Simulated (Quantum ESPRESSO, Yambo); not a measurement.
# Quasiparticle gap of BP (F-43m) in Yambo, part 2 of 3

Aim: the G0W0 gap of BP (F-43m) on PBE, step by step.

Quantum ESPRESSO 7.5 and Yambo 5.3.0; PBE and many-body steps on it, plane waves. Known limits of the many-body steps: not at the basis limit.

So far. Step 2 (Ground state): The gap is indirect, with the least direct gap 2.13 eV higher. Step 3 (Bands along the symmetry lines): The gap is 1.260 eV, −0.021 eV from the run before at this level.

## (4) Empty states on the mesh, 8×8×8 mesh, 101 bands

Level of this step: DFT, PBE, plane waves, norm-conserving pseudopotentials (Quantum ESPRESSO).

The sums over transitions need many empty states on a uniform mesh; this step solves for them.

pw.in reads:

```
&control
  calculation = 'nscf'
  prefix = 'x'
  outdir = 'o'
  pseudo_dir = 'pseudo'
/
&system
  ibrav = 0
  nat = 2
  ntyp = 2
  ecutwfc = 68.0
  nbnd = 101
  force_symmorphic = .true.
/
&electrons
  conv_thr = 1e-9
  electron_maxstep = 80
  diago_full_acc = .true.
  diago_thr_init = 5e-6
/
ATOMIC_SPECIES
  B 10.81 B.upf
  P 30.974 P.upf
CELL_PARAMETERS angstrom
  0.0000000000 2.2690000000 2.2690000000
  2.2690000000 0.0000000000 2.2690000000
  2.2690000000 2.2690000000 0.0000000000
ATOMIC_POSITIONS crystal
  B 0.0000000000 0.0000000000 0.0000000000
  P 0.2500000000 0.2500000000 0.2500000000
K_POINTS automatic
  8 8 8 0 0 0
```

The run is started by

```
> OMP_NUM_THREADS=1 mpirun -n 4 pw.x -nk 4 -in pw.in > pw.out
```

Log:

```text
[banner, memory and clock lines left out]
Program PWSCF v.7.5 starts

     Atomic positions and unit cell read from directory:
     o/x.save/

     Message from routine setup:
     using ibrav=0 with symmetry is DISCOURAGED, use correct ibrav instead

     G-vector sticks info

     bravais-lattice index     =            0
     lattice parameter (alat)  =       6.0638  a.u.
     unit-cell volume          =     157.6631 (a.u.)^3
     number of atoms/cell      =            2
     number of atomic types    =            2
     number of electrons       =         8.00
     number of Kohn-Sham states=          101
     kinetic-energy cutoff     =      68.0000  Ry
     charge density cutoff     =     272.0000  Ry
     Exchange-correlation= PBE
                           (   1   4   3   4   0   0   0)

     celldm(1)=   6.063849  celldm(2)=   0.000000  celldm(3)=   0.000000
     celldm(4)=   0.000000  celldm(5)=   0.000000  celldm(6)=   0.000000

     crystal axes: (cart. coord. in units of alat)
               a(1) = (   0.000000   0.707107   0.707107 )
               a(2) = (   0.707107   0.000000   0.707107 )
               a(3) = (   0.707107   0.707107   0.000000 )

     reciprocal axes: (cart. coord. in units 2 pi/alat)
               b(1) = ( -0.707107  0.707107  0.707107 )
               b(2) = (  0.707107 -0.707107  0.707107 )
               b(3) = (  0.707107  0.707107 -0.707107 )
     Pseudo is Norm-conserving + core correction, Zval =  3.0
     Generated using ONCVPSP code by D. R. Hamann
     Using radial grid of 1534 points,  4 beta functions with:
     Pseudo is Norm-conserving + core correction, Zval =  5.0
     Generated using ONCVPSP code by D. R. Hamann
     Using radial grid of 1298 points,  6 beta functions with:
     B                 3.00    10.81000     B ( 1.00)
     P                 5.00    30.97400     P ( 1.00)

     24 Sym. Ops. (no inversion) found

   Cartesian axes

     site n.     atom                  positions (alat units)
         1        B      tau(   1) = (   0.0000000   0.0000000   0.0000000  )
         2        P      tau(   2) = (   0.3535534   0.3535534   0.3535534  )

     number of k points=    29
                       cart. coord. in units 2pi/alat
        k(    1) = (   0.0000000   0.0000000   0.0000000), wk =   0.0039062
        k(    2) = (   0.0883883   0.0883883  -0.0883883), wk =   0.0312500
        k(    3) = (   0.1767767   0.1767767  -0.1767767), wk =   0.0312500
[...]
[... 17 further rows ...]
        k(   28) = (  -0.7071068   0.1767767  -0.0000000), wk =   0.0468750
        k(   29) = (  -0.7071068   0.3535534   0.0000000), wk =   0.0234375

     Dense  grid:    11935 G-vectors     FFT dimensions: (  32,  32,  32)

     The potential is recalculated from file :
     o/x.save/charge-density

     Starting wfcs are    8 randomized atomic wfcs +   93 random wfcs

     Band Structure Calculation

     End of band structure calculation

          k = 0.0000 0.0000 0.0000 (  1459 PWs)   bands (ev):

    -6.2179   9.2413   9.2413   9.2413  12.6481  12.6481  12.6481  16.5991
    20.7643  21.2875  21.2875  24.9388  24.9388  24.9388  30.7704  39.5763
    39.5763  39.5763  45.8945  45.8945  45.8945  46.8009  46.8009  52.2709
[...]
140.1940 140.1940 140.1940 140.9616 140.9616

          k = 0.0884 0.0884-0.0884 (  1462 PWs)   bands (ev):

[...]
139.7727 140.5942 140.5942 140.9394 143.3464

          k = 0.1768 0.1768-0.1768 (  1477 PWs)   bands (ev):

[...]
125.4692 125.5467 127.7078 130.3925 130.3925 131.5242 131.5242 132.7159
   133.5132 133.5132 133.7084 137.1162 137.1162 138.6788 139.0318 139.2495
   139.2495 141.7046 141.8155 141.8155 145.1109

          k = 0.2652 0.2652-0.2652 (  1483 PWs)   bands (ev):

     [... further k-points ...]

     highest occupied, lowest unoccupied level (ev):     9.2413   10.5218

     XML data file, pseudopotentials, collected wavefunctions
```

The job ended after 8.4 s (4 MPI ranks of Arm Neoverse V1, shared host; peak memory 0.23 GiB).

This step gave:

```yaml
gap: 1.281 eV
k_of_the_valence_top: 0, 0, 0
k_of_the_conduction_bottom: 0, 0.375, 0.375
least_direct_gap: 3.407 eV
k_points_computed: 29
lowest_point_of_the_top_converged_band_above_the_valence_top: 131.7203 eV
```

On this mesh the gap is 1.281 eV.

## (5) Conversion and set-up

This step: Yambo 5.3.0; conversion and set-up on PBE, plane waves, norm-conserving pseudopotentials.

The states are converted to the many-body program's format and the q mesh is built.

The run is started by

```
> (cd o/x.save; p2y > p2y.log; mv SAVE ../..); yambo > setup.log
```

Log:

```text
 Yambo, version 5.3.0

 [02] CORE Variables Setup
 =========================

  [02.01] Unit cells
  ==================

  Cell kind             :  FCC
  Atoms in the cell     :  B  P
  number of B  atoms    :  1
  number of P  atoms    :  1

  List of atomic masses
  Mass of B     :  10.81000
  Mass of P     :  30.97400

  List of atomic coordinates    : [cc]
  B1       :  0.000000  0.000000  0.000000  order 1
  P1       :  2.143894  2.143894  2.143894  order 2

  Alat factors          :  4.287789  4.287789  4.287789 [a.u.]
  Direct lattice volume :  157.6631 [a.u.]
  Direct lattice vectors:  A[ 1 ]  A[ 2 ]  A[ 3 ]
   A[ 1 ]:  0.000000  1.000000  1.000000  [iru]
   0.000000  4.287789  4.287789  [cc]
   A[ 2 ]:  1.000000  0.000000  1.000000  [iru]
   4.287789  0.000000  4.287789  [cc]
   A[ 3 ]:  1.000000  1.000000  0.000000  [iru]
   4.287789  4.287789  0.000000  [cc]

  Recip. lattice volume :  1.573293 [a.u.]
  Recip. lattice vectors:  B[ 1 ]  B[ 2 ]  B[ 3 ]
   B[ 1 ]: -0.500000  0.500000  0.500000  [iku]
  -0.732684  0.732684  0.732684  [cc]
   B[ 2 ]:  0.500000 -0.500000  0.500000  [iku]
   0.732684 -0.732684  0.732684  [cc]
   B[ 3 ]:  0.500000  0.500000 -0.500000  [iku]
   0.732684  0.732684 -0.732684  [cc]

  [02.02] Symmetries
  ==================

  Inversion symmetry    : yes
  Spatial inversion     : no
  Inversion index       :  25
  K-space Time-reversal : yes
  Magnetic symmetries   : no
  Time-reversal derived K-space symmetries:   25   48
  Group table correct   : yes
  Symmetries units      :  [cc]

   [S  1]:   1.0000     -0.18269E-17 -0.18269E-17 -0.18269E-17   1.0000      0.18269E-17  0.18269E-17  0.18269E-17   1.0000
   [S  2]:  -1.0000      0.18269E-17 -0.18269E-17  0.18269E-17  -1.0000      0.18269E-17 -0.18269E-17 -0.18269E-17   1.0000
   [S  3]:  -1.0000     -0.18269E-17  0.18269E-17  0.18269E-17   1.0000     -0.18269E-17 -0.18269E-17  0.18269E-17  -1.0000
[...]
[S  9]: -0.18269E-17   1.0000     -0.18269E-17  0.18269E-17 -0.18269E-17   1.0000       1.0000      0.18269E-17  0.18269E-17
   [S 10]: -0.18269E-17  -1.0000      0.18269E-17  0.18269E-17  0.18269E-17  -1.0000       1.0000     -0.18269E-17 -0.18269E-17
     [... 36 further rows ...]
   [S*47]:   1.0000     -0.18269E-17  0.18269E-17 -0.18269E-17  0.18269E-17  -1.0000      0.18269E-17   1.0000     -0.18269E-17
   [S*48]:   1.0000      0.18269E-17 -0.18269E-17 -0.18269E-17 -0.18269E-17   1.0000      0.18269E-17  -1.0000      0.18269E-17

  [02.03] Reciprocal space
  ========================

  nG shells         :  170
  nG charge         :  11935
  nG WFs            :  2043
  nC WFs            :  1524
  G-vecs. in first 17 shells:  [ Number ]
     1    9   15   27   51   59   65   89  113
    137   169   181   229   259   283   307   331
  ...
  Shell energy in first 17 shells:  [ mHa ]
[...]
K [13]         [rlu]: -0.90507E-17  0.25000      0.25000
[...]
K [14]         [rlu]: -0.11877E-16  0.25000      0.37500
         WF components:  1494
  [... 14 further k-points ...]
  K [29]         [rlu]:  0.250000 -0.500000 -0.250000
         WF components:  1480

  [02.05] Energies & Occupations
  ==============================

  [X] === General ===
  [X] Electronic Temperature                        :  0.000000  0.000000 [eV K]
  [X] Bosonic    Temperature                        :  0.000000  0.000000 [eV K]
  [X] Finite Temperature mode                       : no
  [X] El. density                                   :  0.34242E+24 [cm-3]
  [X] Fermi Level                                   :  9.241273 [eV]

  [X] === Gaps and Widths ===
  [X] Conduction Band Min                           :  1.280512 [eV]
  [X] Valence Band Max                              :  0.000000 [eV]
  [X] Filled Bands                                  :   4
  [X] Empty Bands                                   :    5  101
  [X] Direct Gap                                    :  3.406803 [eV]
  [X] Direct Gap localized at k                     :  1
  [X] Indirect Gap                                  :  1.280512 [eV]
  [X] Indirect Gap between kpts                     :   1  18
  [X] Last valence band width                       :  5.466754 [eV]
  [X] 1st conduction band width                     :  4.052812 [eV]

  E @ K [ 1]:  [eV]
   -15.459     -0.11693E-09 -0.37342E-10   0.0000       3.4068       3.4068       3.4068       7.3579
  occ @ K [ 1]
[...]
E @ K [ 2]:  [eV]
[...]
occ @ K [ 2]
[...]
E @ K [ 3]:  [eV]
[...]
occ @ K [ 3]
[...]
E @ K [ 8]:  [eV]
[...]
occ @ K [ 8]
[...]
E @ K [ 9]:  [eV]
[...]
occ @ K [ 9]
[...]
E @ K [10]:  [eV]
[...]
occ @ K [10]
[...]
E @ K [11]:  [eV]
[...]
occ @ K [11]
[...]
E @ K [12]:  [eV]
[...]
occ @ K [12]
[...]
E @ K [13]:  [eV]
[...]
occ @ K [13]
[...]
E @ K [14]:  [eV]
[...]
occ @ K [14]
[...]
[... 14 further k-points ...]
  E @ K [29]:  [eV]
  -10.33326  -8.05264  -5.66965  -5.46675   5.33332   6.77210   7.23369   7.44884
  occ @ K [29]
   2.000000  2.000000  2.000000  2.000000  0.000000  0.000000  0.000000  0.000000

 [03] Transferred momenta grid and indexing
 ==========================================

 IBZ Q-points                                      :  29
 BZ  Q-points                                      :   512

 K/Q-points units:
 rlu = crystal or reduced units; cc = cartesian coordinates; iku = interal k-units

 Q [ 1]         [rlu]:  0.000000  0.000000  0.000000
 Q [ 2]         [rlu]: -0.53086E-18 -0.53086E-18  0.12500
 Q [ 3]         [rlu]: -0.10617E-17 -0.10617E-17  0.25000
[...]
Q [ 8]         [rlu]: -0.28817E-16  0.12500      0.37500
 Q [ 9]         [rlu]:  0.55886E-16  0.12500      0.50000
 Q [10]         [rlu]:  0.21235E-17  0.12500     -0.37500
     [... 17 further rows ...]
 Q [28]         [rlu]:  0.125000 -0.500000 -0.375000
 Q [29]         [rlu]:  0.250000 -0.500000 -0.250000

  [03.01] X indexes
  =================

   [03.01.01] Sigma indexes
   ========================

 [06] Game Over & Game summary
```

Run time: 2.3 s. Hardware: 1 MPI rank; peak memory 0.24 GiB.

(Continued in part 3 of 3.)

[Paths, hosts, dates, memory and timing lines, banners, echoed tables and standing remarks are left out of the program output.]

[Logs are printed without paths, hosts, clocks, repeated set-up lines and the standing remarks that a program may print on its own settings, such as how far it seeks lower states.]

[Runs of the session that timed out or met a known fault of the program may be left out.]

[Hosts, paths, dates, database ids (printed as entryN), source tags and the programs' standing remarks are cut or masked in the printed files.]
